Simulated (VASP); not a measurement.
# HfC (Fm-3m) in VASP: settings compared

Aim: see how the results for HfC move with the level of theory and the settings. Levels: LDA, r2SCAN. Tasks: equation of state, band structure.

Everything below comes from runs of VASP 6.6.1. Logs are shortened: lines on timing, memory, paths and dates and some standing lists are left out, and cuts for length are marked.

**1. The crystal as given**

It takes space group Fm-3m (No. 225, cubic). The conventional cell has a = 4.650 Å, b = 4.650 Å, c = 4.650 Å, α = 90.00°, β = 90.00°, γ = 90.00°. Hf (site symmetry m-3m) has 6 C at 2.33 Å as nearest neighbours. C (site symmetry m-3m) has 6 Hf at 2.33 Å as nearest neighbours.

**2. Equation of state, LDA, 12.19 Å³/atom**

File INCAR:

```
PREC = Accurate
ENCUT = 900
EDIFF = 1E-8
ISMEAR = -1
SIGMA = 0.1
LREAL = F
LASPH = T
NELM = 100
ALGO = Normal
ISIF = 2
LWAVE = F
LCHARG = F
ADDGRID = F
```

File KPOINTS:

```
regular mesh
0
Gamma
  18 18 18
```

File POSCAR:

```
HfC
1.0
    0.0000000000      2.3015135458      2.3015135458
    2.3015135458      0.0000000000      2.3015135458
    2.3015135458      2.3015135458      0.0000000000
Hf C
1 1
Direct
    0.5000000000      0.5000000000      0.5000000000
    0.0000000000      0.0000000000      0.0000000000
```

Potentials or basis: VASP PAW LDA potentials, release 64 (Hf, C).

Run with:

```bash
$ cat potpaw_LDA.64/Hf/POTCAR potpaw_LDA.64/C/POTCAR > POTCAR
$ mpirun -np 1 vasp_std > vasp.out
```

OUTCAR:

```text
PREC = Accurate
   ENCUT = 900
   EDIFF = 1E-8
   ISMEAR = -1
   LREAL = F
   LASPH = T
   NELM = 100
   ISIF = 2

 ion  position               nearest neighbor table
   1  0.500  0.500  0.500-   2 2.30   2 2.30   2 2.30   2 2.30   2 2.30   2 2.30
   2  0.000  0.000  0.000-   1 2.30   1 2.30   1 2.30   1 2.30   1 2.30   1 2.30

  LATTYP: Found a face centered cubic cell.
 ALAT       =     4.6030270916

  Lattice vectors:

 A1 = (   0.0000000000,   2.3015135458,   2.3015135458)
 A2 = (   2.3015135458,   0.0000000000,   2.3015135458)
 A3 = (   2.3015135458,   2.3015135458,   0.0000000000)

Analysis of symmetry for initial positions (statically):
=====================================================================
 Subroutine PRICEL returns:
 Original cell was already a primitive cell.

 Routine SETGRP: Setting up the symmetry group for a
 face centered cubic supercell.

 Subroutine GETGRP returns: Found 48 space group operations
 (whereof 48 operations were pure point group operations)
 out of a pool of 48 trial point group operations.

The static configuration has the point symmetry O_h .

Analysis of symmetry for dynamics (positions and initial velocities):
=====================================================================
 Subroutine PRICEL returns:
 Original cell was already a primitive cell.

 Routine SETGRP: Setting up the symmetry group for a
 face centered cubic supercell.

 Subroutine GETGRP returns: Found 48 space group operations
 (whereof 48 operations were pure point group operations)
 out of a pool of 48 trial point group operations.

The dynamic configuration has the point symmetry O_h .

 Subroutine INISYM returns: Found 48 space group operations
 (whereof 48 operations are pure point group operations),
 and found     1 'primitive' translations

----------------------------------------------------------------------------------------

                                     Primitive cell

  volume of cell :      24.3821

  direct lattice vectors                    reciprocal lattice vectors
     0.000000000  2.301513546  2.301513546    -0.217248341  0.217248341  0.217248341
     2.301513546  0.000000000  2.301513546     0.217248341 -0.217248341  0.217248341
     2.301513546  2.301513546  0.000000000     0.217248341  0.217248341 -0.217248341

  length of vectors
     3.254831670  3.254831670  3.254831670     0.376285165  0.376285165  0.376285165

  position of ions in fractional coordinates (direct lattice)
     0.500000000  0.500000000  0.500000000
     0.000000000  0.000000000  0.000000000

[... 82 lines left out ...]
   ISIF   =      2    stress and relaxation
   ISYM   =      2    0-nonsym 1-usesym 2-fastsym
   POTIM  = 0.5000    time-step for ionic-motion
   TEBEG  =    0.0;   TEEND  =   0.0 temperature during run
   PSTRESS=    0.0 pullay stress
   NELECT =       8.0000    total number of electrons
   NUPDOWN=      -1.0000    fix difference up-down
   EMIN   =  10.00;   EMAX   =-10.00  energy-range for DOS
   EFERMI =   0.00;   METHOD = LEGACY
   ISMEAR =    -1;   SIGMA  =   0.10  broadening in eV -4-tet -1-fermi 0-gaus
   EFERMI_NEDOS =   21; number of points for ismear=-14 and -15
   IALGO  =     38    algorithm
   IMIX   =      4    mixing-type and parameters
     AMIX     =   0.40;   BMIX     =  1.00
     AMIX_MAG =   1.60;   BMIX_MAG =  1.00
  volume/ion in A,a.u.               =      12.19        82.27
  Fermi-wavevector in a.u.,A,eV,Ry     =   1.129140  2.133766 17.346858  1.274958
  Thomas-Fermi vector in A             =   2.265833
   LORBIT       =      0    0 simple, 1 ext, 2 COOP (PROOUT), +10 PAW based schemes
   GGA     = CA    functional components
   LHFCALC =     F    Hartree Fock is set to
   AEXX    =    0.0000 exact exchange contribution
   IVDW    =     0    specifies the selected vdW correction
   LEPSILON=     F    determine dielectric tensor
   LRPA    =     F    only Hartree local field effects (RPA)
 non-spin polarized calculation
  energy-cutoff  :      900.00
  volume of cell :       24.38
 maximum number of plane-waves:      1524
   NGX = 15   NGY = 15   NGZ = 15

 number of electron       8.0000000 magnetization

 Free energy of the ion-electron system (eV)
  ---------------------------------------------------
  ext. energy  EPLUGINS =         0.00000000
  ---------------------------------------------------
  free energy    TOTEN  =       -22.97204379 eV

  energy without entropy =      -22.96248840  energy(sigma->0) =      -22.96726610

 E-fermi :   6.4753     XC(G=0): -12.3379

 val. band max:        6.4516509226   @ k =   0.1111   0.0556   0.0000
 cond. band min:       6.5020257106   @ k =   0.5000   0.4444   0.0000
 fundamental gap:      0.0503747880
 Fermi energy:         6.4752669705

 k-point     1 :       0.0000    0.0000    0.0000
  band No.  band energies     occupation
      1      -5.8098      2.00000
      2       7.5146      0.00006
      3       7.5146      0.00006
      4       7.5146      0.00006
      5       7.7985      0.00000
      6       7.7985      0.00000
      7       7.7985      0.00000
      8       9.9075      0.00000
[... 243 lines left out ...]
 k-point    24 :      -0.2222    0.0556    0.0000
  band No.  band energies     occupation
      1      -4.4254      2.00000
      2       3.5002      2.00000
      3       4.5853      2.00000
      4       4.8751      2.00000
      5       9.0994      0.00000
      6       9.3612      0.00000
      7      10.1114      0.00000
      8      13.2484      0.00000

 [... further k-points ...]

------------------------ aborting loop because EDIFF is reached ----------------------------------------

  FORCE on cell =-STRESS in cart. coord.  units (eV):
  Direction    XX          YY          ZZ          XY          YZ          ZX
  --------------------------------------------------------------------------------------
  -------------------------------------------------------------------------------------
  Total       -0.6317649     -0.6317649     -0.6317649      0.0000000      0.0000000      0.0000000
  in kB      -41.5140860    -41.5140860    -41.5140860      0.0000000      0.0000000      0.0000000
  external PRESSURE =     -41.5140860 kB  Pullay stress =       0.0000000 kB

 VOLUME and BASIS-vectors are now :
 -----------------------------------------------------------------------------
  energy-cutoff  :      900.00
  volume of cell :       24.38
      direct lattice vectors                 reciprocal lattice vectors
     0.000000000  2.301513546  2.301513546    -0.217248341  0.217248341  0.217248341
     2.301513546  0.000000000  2.301513546     0.217248341 -0.217248341  0.217248341
     2.301513546  2.301513546  0.000000000     0.217248341  0.217248341 -0.217248341

 POSITION                                       TOTAL-FORCE (eV/Angst)
 -----------------------------------------------------------------------------------
      2.30151      2.30151      2.30151        -0.000000      0.000000      0.000000
      0.00000      0.00000      0.00000         0.000000     -0.000000     -0.000000
 -----------------------------------------------------------------------------------
    total drift:                                0.000000     -0.000000     -0.000000

  FREE ENERGIE OF THE ION-ELECTRON SYSTEM (eV)
  ---------------------------------------------------
  free  energy   TOTEN  =       -22.9720437917 eV

  energy  without entropy=      -22.9624884001  energy(sigma->0) =      -22.96726610
```

stdout:

```text
POSCAR found type information on POSCAR HfC
 POSCAR found :  2 types and       2 ions
 scaLAPACK will be used
 LDA part: xc-table for (Slater(with rela. corr.)+CA(PZ))
 , standard interpolation
 POSCAR, INCAR and KPOINTS ok, starting setup
 FFT: planning ... GRIDC
 FFT: planning ... GRID_SOFT
 FFT: planning ... GRID
 WAVECAR not read
 entering main loop
```

Wall time 2.4 min (1 thread of AMD EPYC, shared host); peak memory 0.22 GiB.

What came out:

```yaml
Free_energy: -22.9720 eV
Pressure: -4.2 GPa
Band_gap_on_the_k_mesh: none (metal or under the smearing width)
```

**3. Equation of state, LDA, 12.95 Å³/atom**

INCAR is that of step 2.

KPOINTS is that of step 2.

File POSCAR:

```
HfC
1.0
    0.0000000000      2.3480212992      2.3480212992
    2.3480212992      0.0000000000      2.3480212992
    2.3480212992      2.3480212992      0.0000000000
Hf C
1 1
Direct
    0.5000000000      0.5000000000      0.5000000000
    0.0000000000      0.0000000000      0.0000000000
```

Potentials or basis: VASP PAW LDA potentials, release 64 (Hf, C).

Run with:

```bash
$ cat potpaw_LDA.64/Hf/POTCAR potpaw_LDA.64/C/POTCAR > POTCAR
$ mpirun -np 1 vasp_std > vasp.out
```

Wall time 2.7 min (1 thread of AMD EPYC, shared host); peak memory 0.23 GiB.

The run converged. Its results:

* Free energy: -22.8644 eV
* Pressure: -18.1 GPa
* Band gap on the k mesh: none (metal or under the smearing width)

**4. Equation of state, LDA, 12.19 Å³/atom**

Changes to INCAR since step 3:

```diff
@@ -1,4 +1,4 @@
 PREC = Accurate
-ENCUT = 900
-EDIFF = 1E-8
+ENCUT = 550
+EDIFF = 1E-7
 ISMEAR = -1
```

File KPOINTS:

```
regular mesh
0
Gamma
  13 13 13
```

File POSCAR:

```
HfC
1.0
    0.0000000000      2.3015135458      2.3015135458
    2.3015135458      0.0000000000      2.3015135458
    2.3015135458      2.3015135458      0.0000000000
Hf C
1 1
Direct
    0.5000000000      0.5000000000      0.5000000000
    0.0000000000      0.0000000000      0.0000000000
```

Run with:

```bash
$ cat potpaw_LDA.64/Hf/POTCAR potpaw_LDA.64/C/POTCAR > POTCAR
$ mpirun -np 1 vasp_std > vasp.out
```

Wall time 54 s (1 thread of AMD EPYC, shared host); peak memory 0.13 GiB.

These settings aren't checked as converged: the numbers below hold their error.

Results:

```
Free energy            : -22.9672 eV
Pressure               : -4.1 GPa
Band gap on the k mesh : none (metal or under the smearing width)
```

**5. Equation of state, LDA, 12.95 Å³/atom**

INCAR is that of step 4.

KPOINTS is that of step 4.

File POSCAR:

```
HfC
1.0
    0.0000000000      2.3480212992      2.3480212992
    2.3480212992      0.0000000000      2.3480212992
    2.3480212992      2.3480212992      0.0000000000
Hf C
1 1
Direct
    0.5000000000      0.5000000000      0.5000000000
    0.0000000000      0.0000000000      0.0000000000
```

Run with:

```bash
$ cat potpaw_LDA.64/Hf/POTCAR potpaw_LDA.64/C/POTCAR > POTCAR
$ mpirun -np 1 vasp_std > vasp.out
```

Wall time 51 s (1 thread of AMD EPYC, shared host); peak memory 0.13 GiB.

The run converged, but some of its settings lie outside the range that counts as converged, so its numbers aren't taken as properties of the crystal.

What came out:

```yaml
Free_energy: -22.8599 eV
Pressure: -18.1 GPa
Band_gap_on_the_k_mesh: none (metal or under the smearing width)
```

**6. Band structure, r2SCAN**

File INCAR:

```
  PREC = Accurate
  ENCUT = 520
  EDIFF = 1E-6
  ISMEAR = -1
  SIGMA = 0.05
  LREAL = F
  LASPH = T
  NELM = 60
  ALGO = Normal
  ISIF = 2
  LWAVE = F
  LCHARG = F
  LMAXMIX = 4
  METAGGA = R2SCAN
  LMIXTAU = T
```

File KPOINTS:

```
regular mesh
0
Gamma
  10 10 10
```

File POSCAR:

```
HfC
1.0
    0.0000000000      2.3250000000      2.3250000000
    2.3250000000      0.0000000000      2.3250000000
    2.3250000000      2.3250000000      0.0000000000
Hf C
1 1
Direct
    0.5000000000      0.5000000000      0.5000000000
    0.0000000000      0.0000000000      0.0000000000
```

File KPOINTS_OPT:

```
path GXWKGLUWLK,UX
20
line-mode
reciprocal
 0.0000000000  0.0000000000  0.0000000000  G
 0.5000000000  0.0000000000  0.5000000000  X

 0.5000000000  0.0000000000  0.5000000000  X
 0.5000000000  0.2500000000  0.7500000000  W

 0.5000000000  0.2500000000  0.7500000000  W
 0.3750000000  0.3750000000  0.7500000000  K

 0.3750000000  0.3750000000  0.7500000000  K
 0.0000000000  0.0000000000  0.0000000000  G

 0.0000000000  0.0000000000  0.0000000000  G
 0.5000000000  0.5000000000  0.5000000000  L

 0.5000000000  0.5000000000  0.5000000000  L
 0.6250000000  0.2500000000  0.6250000000  U

 0.6250000000  0.2500000000  0.6250000000  U
 0.5000000000  0.2500000000  0.7500000000  W

 0.5000000000  0.2500000000  0.7500000000  W
 0.5000000000  0.5000000000  0.5000000000  L

 0.5000000000  0.5000000000  0.5000000000  L
 0.3750000000  0.3750000000  0.7500000000  K

 0.6250000000  0.2500000000  0.6250000000  U
 0.5000000000  0.0000000000  0.5000000000  X
```

Potentials or basis: VASP PAW PBE potentials, release 64 (Hf_pv, C).

Run with:

```bash
$ cat potpaw_PBE.64/Hf_pv/POTCAR potpaw_PBE.64/C/POTCAR > POTCAR
$ mpirun -np 1 vasp_std > vasp.out
```

Wall time 100 s (1 thread of AMD EPYC 9R45 (Zen 5), shared host); peak memory 0.13 GiB.

The run converged. Its results:

| Property | Result |
| --- | --- |
| Free energy | -57.3392 eV |
| Pressure | -2.5 GPa |
| Band gap along the path | none (metal or under the smearing width) |

Levels at the corners of the path, in eV from the Fermi level:
```
point  band 4  band 5  band 6  band 7  band 8  band 9  band 10  band 11
    Γ  -13.10    0.94    0.94    0.94    1.56    1.56     1.56     3.47
    X  -11.22   -2.88   -1.69   -0.24   -0.24    5.39     7.00     7.00
    X  -11.22   -2.88   -1.69   -0.24   -0.24    5.39     7.00     7.00
    W  -10.48   -3.21   -2.91   -2.91    3.89    3.89     7.01     7.39
    W  -10.48   -3.21   -2.91   -2.91    3.89    3.89     7.01     7.39
    K  -10.56   -3.69   -2.97   -1.85    1.73    6.05     6.48     8.53
    K  -10.56   -3.69   -2.97   -1.85    1.73    6.05     6.48     8.51
    Γ  -13.10    0.94    0.94    0.94    1.56    1.56     1.56     3.47
    Γ  -13.10    0.94    0.94    0.94    1.56    1.56     1.56     3.47
    L   -9.36   -6.39   -3.22   -3.22    5.58    5.58     6.13     6.91
    L   -9.36   -6.39   -3.22   -3.22    5.58    5.58     6.13     6.91
    U  -10.56   -3.69   -2.97   -1.85    1.73    6.05     6.48     8.54
    U  -10.56   -3.69   -2.97   -1.85    1.73    6.05     6.48     8.52
    W  -10.48   -3.21   -2.91   -2.91    3.89    3.89     7.01     7.39
    W  -10.48   -3.21   -2.91   -2.91    3.89    3.89     7.01     7.39
    L   -9.36   -6.39   -3.22   -3.22    5.58    5.58     6.13     6.91
    L   -9.36   -6.39   -3.22   -3.22    5.58    5.58     6.13     6.91
    K  -10.56   -3.69   -2.97   -1.85    1.73    6.05     6.48     8.51
    U  -10.56   -3.69   -2.97   -1.85    1.73    6.05     6.48     8.52
    X  -11.22   -2.88   -1.69   -0.24   -0.24    5.39     7.00     7.00
```

Caveat: the PAW data sets were made with another functional, which shifts forces and pressure a little; spin-orbit coupling is left out, which moves the levels of the heavy elements.

**7. For comparison**

An earlier run on the cell as given: functional PBE; potentials or basis VASP PAW PBE potentials, release 64 (Hf_pv, C); cutoff 520 eV; k mesh 10 × 10 × 10; occupations fermi-dirac, width 0.05 eV; no spin polarisation.

* Pressure: -0.4 GPa
* Band gap on the k mesh: none (metal or under the smearing width)
